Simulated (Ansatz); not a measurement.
# Te2Pt: a line through an energy map

An exercise on one series of results from a longer session: the logs are not shown, and one member is left open.

The COD entry's cell or inner coordinates are ideal or old and differ from later refinements, so a difference from it is no clean test against experiment.

Program: Ansatz 0.2.0. Level of theory: DFT PBEsol, scalar-relativistic, plane waves, PAW. These are calculated values, not measurements.

16 further runs of the same task are left out: 16 set aside as unsound or not needed.

### The structure to begin with

The structure is trigonal, space group P-3m1 (No. 164). The conventional cell has a = 4.045 Å, b = 4.045 Å, c = 5.137 Å, α = 90.00°, β = 90.00°, γ = 120.00°. Around Te (site symmetry 3m) lie 3 Pt at 2.70 Å. Around Pt (site symmetry -3m) lie 6 Te at 2.70 Å.

Coordinates:

```
Te Pt
1.0
     4.04457    0.00000    0.00000
    -2.02228    3.50270    0.00000
     0.00000    0.00000    5.13743
Te Pt
2 1
Cartesian
  0.0000 2.3351 1.3461
  2.0223 1.1676 3.7913
  0.0000 0.0000 0.0000
```

This cell was relaxed beforehand with the same method: volume 24.26 Å³/atom, gap on the mesh none (metal).

### Plan of the line

Atoms count from 1 in the order of the input.

The energy is mapped over a free internal coordinate and the cell.

First coordinate, shift of Te1 along [0 0 1], its symmetry partners moved as symmetry demands (measured in the relaxed cell): 7 values from −0.323 Å. Second coordinate, volume per atom at fixed shape: 7 values from 22.32 to 26.20 Å³.

Nothing else is relaxed (all other coordinates fixed). Energies count from the relaxed crystal. Points are written as (first, second).

The first run:

Contents of input.yaml:

```yaml
crystal:
  lattice:
    - [3.933723066, 0.0, 0.0]
    - [-1.966861533, 3.4067041066, 0.0]
    - [0.0, 0.0, 4.996630661]
  atoms:
    - { symbol: Te, position: [0.3333333333, 0.6666666667, 0.3039352823] }
    - { symbol: Te, position: [0.6666666667, 0.3333333333, 0.6960647177] }
    - { symbol: Pt, position: [0.0, 0.0, 0.0] }
basis:
  ecutwfc: 420
kpoints:
  mp_grid: { grid: [12, 12, 8] }
hamiltonian:
  xc: pbesol
scf:
  occupations: { method: gaussian, width: 0.15 }
output:
  forces: true
  stress: true
  eigenvalues: true
```

Launch:

```bash
> ansatz run input.yaml --threads 1 --pin off --max-ram 2048MiB --backend cpu --events-out ev --progress --plain --runs-dir out
```

Steps of the session up to this table: Grid point (0.215 Å, 22.32 Å³); Grid point (0.215 Å, 22.97 Å³); Point (0.215 Å, 23.61 Å³); Point (0.215 Å, 24.26 Å³); Point (0.215 Å, 24.91 Å³); Point (0.215 Å, 26.20 Å³).

One table of the session follows, with a row left open; its other results are not shown here.

```
volume per atom at fixed shape (Å³)  energy (meV/atom)  slope (meV/atom per Å³)  pressure (GPa)  largest force on an atom (eV/Å)
                              22.32                138                      −24             3.8                            1.991
                              22.97                130                       −2             0.4                            2.022
                              23.61                135                       16            −2.6                            2.042
                              24.26                150                       31            −5.0                            2.051
                              24.91                175                       44            −7.1                            2.052
                              25.55                  ?                        ?               ?                                ?
                              26.20                246                       64           −10.3                            2.034
```

Estimate the missing values for volume per atom at fixed shape (Å³) = 25.55.

Worked estimate for «energy (meV/atom)». A straight line through the neighbours (24.91, 175) and (26.20, 246) gives 175 + (246 − 175) × (25.55 − 24.91) / (26.20 − 24.91) = 210; a parabola fitted to 3 rows on both sides gives 207.

The run gave: energy (meV/atom): 207; slope (meV/atom per Å³): 55; pressure (GPa): −8.9; largest force on an atom (eV/Å): 2.046. In «energy (meV/atom)» the line misses by +3 and the parabola by +0.

Energies count from the relaxed crystal. Rows without a step come from runs not printed here or follow by symmetry. Slopes come from the forces (and the stress, where the cell changes), not from differences of energies.

In words: The lowest point of the line is at 22.97 Å³, 130 meV/atom from the zero. Energies and slopes round the minimum, fitted together, put the minimum at 23.041 Å³, with a curvature of about 30 meV/atom per (Å³)². V·d²E/dV² there is about 110 GPa, a bulk modulus under this line's constraint. The highest point computed, at 26.20 Å³, lies 116 meV/atom above the lowest. This is one cut through a surface in two coordinates; the map's lowest point lies off it. Spin-orbit coupling is left out for Pt, Te.
